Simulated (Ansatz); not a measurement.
Piezoelectric response of TiPbO$_{3}$ — Ansatz, plane waves and PAW

Space group P4mm (No. 99), 5 atoms in the cell of the first input below: a = 3.862 Å, b = 3.862 Å, c = 4.254 Å, α = 90.00°, β = 90.00°, γ = 90.00°.

The structure is a measured one, not always of the ambient phase, relaxed without spin–orbit coupling to zero pressure (pressure 0.0 GPa with this functional, without spin–orbit coupling). Functional: PBEsol.

Input:

```yaml
crystal:
  lattice:
    - [3.8615812811, 0.0, 0.0]
    - [0.0, 3.8615812811, 0.0]
    - [0.0, 0.0, 4.2542150666]
  atoms:
    - { symbol: Ti, position: [0.5, 0.5, 0.5318494178] }
    - { symbol: Pb, position: [0.0, 0.0, -0.0081121502] }
    - { symbol: O, position: [0.5, 0.5, 0.1176784683] }
    - { symbol: O, position: [0.5, 0.0, 0.619892132] }
    - { symbol: O, position: [0.0, 0.5, 0.619892132] }
basis:
  ecutwfc: 420
  ecutrho_ratio: 4
kpoints:
  mp_grid: { grid: [8, 8, 8] }
hamiltonian:
  xc: pbesol
scf:
  occupations: { method: fixed }
output:
  forces: true
  stress: true
  eigenvalues: true
  polarization: {}
elastic:
  mode: relaxed_ion
  stencil: two_point
```

```bash
ansatz run input.yaml --threads 8 --pin off --max-ram 15360MiB --backend cpu --events-out ev --progress --plain --runs-dir out
```

Time: 3.7 min on 8 threads of AMD EPYC 7R43 64-Core Processor (Zen 3), on a shared host, peak memory 0.77 GiB.

Elastic constants with relaxed ions (GPa, engineering shears):

|  | xx | yy | zz | yz | xz | xy |
| --- | --- | --- | --- | --- | --- | --- |
| xx | 240.7 | 103.5 | 72.3 | 0.0 | 0.0 | 0.0 |
| yy | 103.5 | 240.7 | 72.3 | 0.0 | 0.0 | 0.0 |
| zz | 72.3 | 72.3 | 43.7 | 0.0 | 0.0 | 0.0 |
| yz | 0.0 | 0.0 | 0.0 | 54.8 | 0.0 | 0.0 |
| xz | 0.0 | 0.0 | 0.0 | 0.0 | 54.8 | 0.0 |
| xy | 0.0 | 0.0 | 0.0 | 0.0 | 0.0 | 99.6 |

Proper piezoelectric stress tensor e (C/m²):

```csv
,xx,yy,zz,yz,xz,xy
x,0.000,0.000,0.000,0.000,-4.167,0.000
y,0.000,0.000,0.000,-4.167,0.000,0.000
z,-1.715,-1.715,-3.752,0.000,0.000,0.000
```

Signs follow the polarity of the cell as typed: the inverted crystal has all signs reversed.

Question: Which piezoelectric strain constant d is largest in size (symmetry may tie others with it)?

Answer: d = e C⁻¹ gives d(z; zz) = -228.2 pC/N. It is large because the crystal is soft to this strain: 1/(C⁻¹) for zz is 13.3 GPa, against 241 GPa for the stiffest diagonal constant.

|  | xx | yy | zz | yz | xz | xy |
| --- | --- | --- | --- | --- | --- | --- |
| x | 0.0 | 0.0 | 0.0 | 0.0 | -76.1 | 0.0 |
| y | 0.0 | 0.0 | 0.0 | -76.1 | 0.0 | 0.0 |
| z | 43.0 | 43.0 | -228.2 | 0.0 | 0.0 | 0.0 |

Caveats: no spin-orbit coupling, which matters for these elements; one direction is soft, so d depends strongly on the cell and, in layered crystals, on dispersion forces that the functional lacks.

The longitudinal response dominates through compliance rather than through an unusually large polarization change: the shear coefficient e is larger in size (-4.167 against -3.752 C/m²), yet its d is only -76.1 pC/N because the lattice is stiffer to that shear. Strain along the polar axis couples to the off-centre displacements of Ti and Pb against oxygen, which are stabilized by Ti 3d–O 2p and Pb 6s/6p–O 2p hybridization. Relaxation of these displacements probably accounts for much of the axial softness. The transverse d has the opposite sign to its e because lateral contraction accompanying the axial strain outweighs the direct transverse contribution.

The cell is more elongated than tetragonal PbTiO₃ under ambient conditions, and the longitudinal d exceeds typical measured values. The likely common cause is the functional's overestimate of the polar distortion, which leaves the long apical Ti–O bond too weak and the axis too compliant. The tensor describes a single domain and says nothing about the domain-wall motion that contributes in ceramics.
